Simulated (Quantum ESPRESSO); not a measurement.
Runs of Quantum ESPRESSO 7.5 on NaCl. It takes space group Pm-3m (No. 221, cubic). The conventional cell has a = 3.502 Å, b = 3.502 Å, c = 3.502 Å, α = 90.00°, β = 90.00°, γ = 90.00°. Cl (site symmetry m-3m) has 8 Na at 3.03 Å as nearest neighbours. Around Na (site symmetry m-3m) lie 8 Cl at 3.03 Å. Measurements of this composition are mostly on another form, of space group No. 225.

```csv
task,level,potentials or basis,cell,cutoff (eV),gap on the mesh (eV),pressure (GPa),V0 of scaled cells (Å³/atom),B0 (GPa)
single point,PBE,SSSP 1.3 efficiency PBE,as given,748,3.98,0.2,-,-
single point,PBE,SSSP 1.3 efficiency PBE,"atoms moved at random, drawn with an rms of 0.05 Å",748,3.98,0.2,-,-
equation of state,PBE,SSSP 1.3 efficiency PBE,as given,748,-,-,21.64,26
equation of state,rev-vdW-DF2,PseudoDojo 0.4.1 SR PBE standard,as given,1197,-,-,(a),28
```

Alike in all rows: no spin polarisation; k mesh 8 × 8 × 8; smearing fermi-dirac 0.05 eV.

Fill in the values left out.

(a) 20.86.

Caveats: the potentials were made for another functional, which shifts forces and pressure (some runs).

A k mesh can miss the band edges.
